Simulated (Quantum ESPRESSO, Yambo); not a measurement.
# MgI2 (1T monolayer): G0W0 with Yambo, start to end, part 2 of 3

How does a plane-wave GW calculation on MgI2 (1T monolayer) run from the first input to the gap?

Quantum ESPRESSO 7.5 and Yambo 5.3.0; PBE and many-body steps on it, plane waves. Known limits of the many-body steps: not at the basis limit; no spin-orbit coupling.

So far. Step 2 (Ground state): The gap is indirect, with the least direct gap 0.26 eV higher. Step 3 (Bands along the symmetry lines): The gap is 3.665 eV, −0.050 eV from the run before at this level.

### 4. Empty states on the mesh, 6×6×1 mesh, 356 bands

Level of this step: DFT, PBE, plane waves, norm-conserving pseudopotentials (Quantum ESPRESSO).

The sums over transitions need many empty states on a uniform mesh; this step solves for them.

File pw.in:

```
&control
  calculation = 'nscf'
  prefix = 'x'
  outdir = 'o'
  pseudo_dir = 'pseudo'
/
&system
  ibrav = 0
  nat = 3
  ntyp = 2
  ecutwfc = 76.0
  nbnd = 356
  force_symmorphic = .true.
/
&electrons
  conv_thr = 1e-9
  electron_maxstep = 80
  diago_full_acc = .true.
  diago_thr_init = 5e-6
/
ATOMIC_SPECIES
  Mg 24.305 Mg.upf
  I 126.9 I.upf
CELL_PARAMETERS angstrom
  4.2075425528 -0.0000000002 0.0000000000
  -2.1037712762 3.6438387383 0.0000000000
  0.0000000000 0.0000000000 16.0000000000
ATOMIC_POSITIONS crystal
  Mg 0.0000000000 0.0000000000 0.5000000000
  I 0.3333333333 0.6666666667 0.6046917666
  I 0.6666666667 0.3333333333 0.3953082334
K_POINTS automatic
  6 6 1 0 0 0
```

Command:

```bash
OMP_NUM_THREADS=1 mpirun -n 4 pw.x -nk 4 -in pw.in > pw.out
```

The program printed:

```text
[banner, memory and clock lines left out]
Program PWSCF v.7.5 starts

     Atomic positions and unit cell read from directory:
     o/x.save/

     Message from routine setup:
     using ibrav=0 with symmetry is DISCOURAGED, use correct ibrav instead

     G-vector sticks info

     bravais-lattice index     =            0
     lattice parameter (alat)  =       7.9511  a.u.
     unit-cell volume          =    1655.4049 (a.u.)^3
     number of atoms/cell      =            3
     number of atomic types    =            2
     number of electrons       =        60.00
     number of Kohn-Sham states=          356
     kinetic-energy cutoff     =      76.0000  Ry
     charge density cutoff     =     304.0000  Ry
     Exchange-correlation= PBE
                           (   1   4   3   4   0   0   0)

     celldm(1)=   7.951103  celldm(2)=   0.000000  celldm(3)=   0.000000
     celldm(4)=   0.000000  celldm(5)=   0.000000  celldm(6)=   0.000000

     crystal axes: (cart. coord. in units of alat)
               a(1) = (   1.000000  -0.000000   0.000000 )
               a(2) = (  -0.500000   0.866025   0.000000 )
               a(3) = (   0.000000   0.000000   3.802695 )

     reciprocal axes: (cart. coord. in units 2 pi/alat)
               b(1) = (  1.000000  0.577350 -0.000000 )
               b(2) = (  0.000000  1.154701 -0.000000 )
               b(3) = ( -0.000000 -0.000000  0.262971 )
     Pseudo is Norm-conserving, Zval = 10.0
     Generated using ONCVPSP code by D. R. Hamann
     Using radial grid of 1510 points,  4 beta functions with:
     Pseudo is Norm-conserving + core correction, Zval = 25.0
     Generated using ONCVPSP code by D. R. Hamann
     Using radial grid of 1188 points,  8 beta functions with:
     Mg               10.00    24.30500     Mg( 1.00)
     I                25.00   126.90000     I ( 1.00)

     12 Sym. Ops., with inversion, found

   Cartesian axes

     site n.     atom                  positions (alat units)
         1        Mg     tau(   1) = (   0.0000000   0.0000000   1.9013474  )
         2        I      tau(   2) = (  -0.0000000   0.5773503   2.2994582  )
         3        I      tau(   3) = (   0.5000000   0.2886751   1.5032365  )

     number of k points=     7
                       cart. coord. in units 2pi/alat
        k(    1) = (   0.0000000   0.0000000   0.0000000), wk =   0.0555556
        k(    2) = (   0.0000000   0.1924501   0.0000000), wk =   0.3333333
        k(    3) = (   0.0000000   0.3849002   0.0000000), wk =   0.3333333
        k(    4) = (  -0.0000000  -0.5773503   0.0000000), wk =   0.1666667
        k(    5) = (   0.1666667   0.2886751   0.0000000), wk =   0.3333333
        k(    6) = (   0.1666667   0.4811252   0.0000000), wk =   0.6666667
        k(    7) = (   0.3333333   0.5773503   0.0000000), wk =   0.1111111

     Dense  grid:   148115 G-vectors     FFT dimensions: (  45,  45, 180)

     The potential is recalculated from file :
     o/x.save/charge-density

     Starting wfcs are   31 randomized atomic wfcs +  325 random wfcs

     Band Structure Calculation

     End of band structure calculation

          k = 0.0000 0.0000 0.0000 ( 18419 PWs)   bands (ev):

  -175.5452-175.5452-122.4088-122.4088-122.4088-122.4088-122.3941-122.3941
   -76.6255 -44.7980 -44.7980 -44.7946 -44.7946 -44.7885 -44.7885 -44.7871
   -44.7871 -44.7810 -44.7788 -43.3675 -43.3666 -43.3666 -13.1387 -12.6400
    -4.2487  -1.9687  -1.6675  -1.6675  -1.4034  -1.4034   2.5756   3.5133
[...]
[... 33 further rows ...]
[...]
69.8303  69.8303  69.8778  70.1642

          k = 0.0000 0.1925 0.0000 ( 18497 PWs)   bands (ev):

  -175.5453-175.5453-122.4090-122.4089-122.4089-122.4088-122.3941-122.3941
[...]
[... 33 further rows ...]
[...]
68.9113  68.9230  69.3678  69.4641

          k = 0.0000 0.3849 0.0000 ( 18507 PWs)   bands (ev):

  -175.5453-175.5453-122.4090-122.4089-122.4089-122.4088-122.3941-122.3940
[...]
18.2107  18.4250  19.1131  19.5234  20.0187  20.3310  20.6016  20.9957
     [... 33 further rows ...]
    67.2862  67.2897  67.5981  67.6018  67.7825  67.8972  67.9216  67.9891
    68.0302  68.1217  68.1536  68.3011

          k =-0.0000-0.5774 0.0000 ( 18536 PWs)   bands (ev):

     [... further k-points ...]

     highest occupied, lowest unoccupied level (ev):    -1.4034    2.2619

     XML data file, pseudopotentials, collected wavefunctions
```

It took 2.4 min on 4 MPI ranks of Intel Xeon Platinum 8488C (Sapphire Rapids), shared host; peak memory 2.5 GiB; 9.7 min of CPU time.

Numbers from this step:

```yaml
gap: 3.665 eV
k_of_the_valence_top: 0, 0, 0
k_of_the_conduction_bottom: 0, -0.5, 0
least_direct_gap: 3.979 eV
k_points_computed: 7
lowest_point_of_the_top_converged_band_above_the_valence_top: 69.0914 eV
```

On this mesh the gap is 3.665 eV.

### 5. Conversion and set-up

This step: Yambo 5.3.0; conversion and set-up on PBE, plane waves, norm-conserving pseudopotentials.

The states are converted to the many-body program's format and the q mesh is built.

Command:

```bash
(cd o/x.save; p2y > p2y.log; mv SAVE ../..); yambo > setup.log
```

The program printed:

```text
 Yambo, version 5.3.0

 [02] CORE Variables Setup
 =========================

  [02.01] Unit cells
  ==================

  Cell kind             :  HCP
  Atoms in the cell     :  Mg  I
  number of Mg atoms    :  1
  number of I  atoms    :  2

  List of atomic masses
  Mass of Mg    :  24.30500
  Mass of I     :  126.9000

  List of atomic coordinates    : [cc]
  Mg1       :   0.00000   0.00000  15.11781  order 1
  I1       : -0.14559E-09   4.5906       18.283      order 2
  I2       :   3.97555   2.29529  11.95239  order 3

  Alat factors          :   7.95110   6.88586  30.23562 [a.u.]
  Direct lattice volume :   1655.40    [a.u.]
  Direct lattice vectors:  A[ 1 ]  A[ 2 ]  A[ 3 ]
   A[ 1 ]:   1.0000     -0.54887E-10   0.0000      [iru]
    7.9511     -0.37795E-09   0.0000      [cc]
   A[ 2 ]: -0.500000  1.000000  0.000000  [iru]
  -3.975552  6.885857  0.000000  [cc]
   A[ 3 ]:  0.000000  0.000000  1.000000  [iru]
    0.00000   0.00000  30.23562  [cc]

  Recip. lattice volume :  0.149843 [a.u.]
  Recip. lattice vectors:  B[ 1 ]  B[ 2 ]  B[ 3 ]
   B[ 1 ]:  1.000000  0.500000  0.000000  [iku]
   0.790228  0.456238 -0.000000  [cc]
   B[ 2 ]:  0.54887E-10   1.0000       0.0000      [iku]
   0.43373E-10  0.91248      -0.0000      [cc]
   B[ 3 ]:  0.000000  0.000000  1.000000  [iku]
  -0.000000 -0.000000  0.207807  [cc]

  [02.02] Symmetries
  ==================

  Inversion symmetry    : yes
  Spatial inversion     : yes
  Inversion index       :   7
  K-space Time-reversal : no
  Magnetic symmetries   : no
  Group table correct   : yes
  Symmetries units      :  [cc]

   [S  1]:   1.0000      0.60538E-26   0.0000     -0.43176E-16   1.0000       0.0000       0.0000       0.0000       1.0000
   [S  2]:   1.0000     -0.95067E-10   0.0000     -0.10977E-09  -1.0000       0.0000       0.0000       0.0000      -1.0000
   [S  3]: -0.500000  0.866025  0.000000 -0.866025 -0.500000  0.000000  0.000000  0.000000  1.000000
[...]
[S 11]:  0.500000  0.866025  0.000000  0.866025 -0.500000  0.000000  0.000000  0.000000  1.000000
   [S 12]:  0.500000 -0.866025  0.000000 -0.866025 -0.500000  0.000000  0.000000  0.000000  1.000000

  [02.03] Reciprocal space
  ========================

  nG shells         :   6592
  nG charge         :  148115
  nG WFs            :  21765
  nC WFs            :  18573
  G-vecs. in first 80 shells:  [ Number ]
     1    3    5    7    9   15   27   39   41
    53   65   67   79   81   93   99  111  123
   125  137  149  161  167  179  181  193  205
[...]
809   821   823   835   841   853   877   889
  ...
  Shell energy in first 80 shells:  [ mHa ]
[...]
3691.46      3746.76      3768.35      3824.42      3833.13      3861.55      3941.09      3972.15      4065.35
    4092.23      4232.02      4277.85      4286.56      4296.03      4358.16      4524.07      4648.33      4663.10
[...]
K/Q-points units:
  rlu = crystal or reduced units; cc = cartesian coordinates; iku = interal k-units

  K [1]          [rlu]:  0.000000  0.000000  0.000000
         WF components:  18419
  K [2]          [rlu]: -0.25506E-26  0.16667       0.0000
         WF components:  18497
  K [3]          [rlu]:  0.15769E-26  0.33333       0.0000
         WF components:  18507
  K [4]          [rlu]:  0.10817E-26 -0.50000       0.0000
         WF components:  18536
  K [5]          [rlu]:  0.166667  0.166667  0.000000
         WF components:  18519
  K [6]          [rlu]:  0.166667  0.333333  0.000000
         WF components:  18530
  K [7]          [rlu]:  0.333333  0.333333  0.000000
         WF components:  18573

  [02.05] Energies & Occupations
  ==============================

  [X] === General ===
  [X] Electronic Temperature                        :  0.000000  0.000000 [eV K]
  [X] Bosonic    Temperature                        :  0.000000  0.000000 [eV K]
  [X] Finite Temperature mode                       : no
  [X] El. density                                   :  0.24459E+24 [cm-3]
  [X] Fermi Level                                   : -1.403411 [eV]

  [X] === Gaps and Widths ===
  [X] Conduction Band Min                           :  3.665263 [eV]
  [X] Valence Band Max                              :  0.000000 [eV]
  [X] Filled Bands                                  :  30
  [X] Empty Bands                                   :    31   356
  [X] Direct Gap                                    :  3.979035 [eV]
  [X] Direct Gap localized at k                     :  1
  [X] Indirect Gap                                  :  3.665263 [eV]
  [X] Indirect Gap between kpts                     :   1   4
  [X] Last valence band width                       :  0.671967 [eV]
  [X] 1st conduction band width                     :  1.070350 [eV]

  E @ K [1]:  [eV]
  -174.1418 -174.1418 -121.0054 -121.0054 -121.0054 -121.0054 -120.9907 -120.9907
[...]
occ @ K [1]
[...]
E @ K [2]:  [eV]
[...]
occ @ K [2]
[...]
E @ K [3]:  [eV]
[...]
occ @ K [3]
[...]
E @ K [4]:  [eV]
[...]
occ @ K [4]
[...]
E @ K [5]:  [eV]
[...]
occ @ K [5]
[...]
E @ K [6]:  [eV]
[...]
occ @ K [6]
[...]
E @ K [7]:  [eV]
[...]
occ @ K [7]
[...]
0.000000  0.000000  0.000000  0.000000  0.000000  0.000000  0.000000  0.000000
   0.000000  0.000000  0.000000  0.000000  0.000000  0.000000  0.000000  0.000000

 [03] Transferred momenta grid and indexing
 ==========================================

 IBZ Q-points                                      :   7
 BZ  Q-points                                      :   36

 K/Q-points units:
 rlu = crystal or reduced units; cc = cartesian coordinates; iku = interal k-units

 Q [1]          [rlu]:  0.000000  0.000000  0.000000
 Q [2]          [rlu]: -0.83092E-17  0.16667       0.0000
 Q [3]          [rlu]: -0.16618E-16  0.33333       0.0000
 Q [4]          [rlu]:  0.24928E-16 -0.50000       0.0000
 Q [5]          [rlu]:  0.166667  0.166667  0.000000
 Q [6]          [rlu]:  0.166667  0.333333  0.000000
 Q [7]          [rlu]:  0.333333  0.333333  0.000000

  [03.01] X indexes
  =================

   [03.01.01] Sigma indexes
   ========================

 [06] Game Over & Game summary
```

The job ended after 3.8 s (1 MPI rank; peak memory 0.26 GiB).

(Continued in part 3 of 3.)

[Paths, hosts, dates, memory and timing lines, banners, echoed tables and standing remarks are left out of the program output.]

[Logs are printed without paths, hosts, clocks, repeated set-up lines and the standing remarks that a program may print on its own settings, such as how far it seeks lower states.]

[Runs of the session that timed out or met a known fault of the program may be left out.]

[Hosts, paths, dates, database ids (printed as entryN), source tags and the programs' standing remarks are cut or masked in the printed files.]
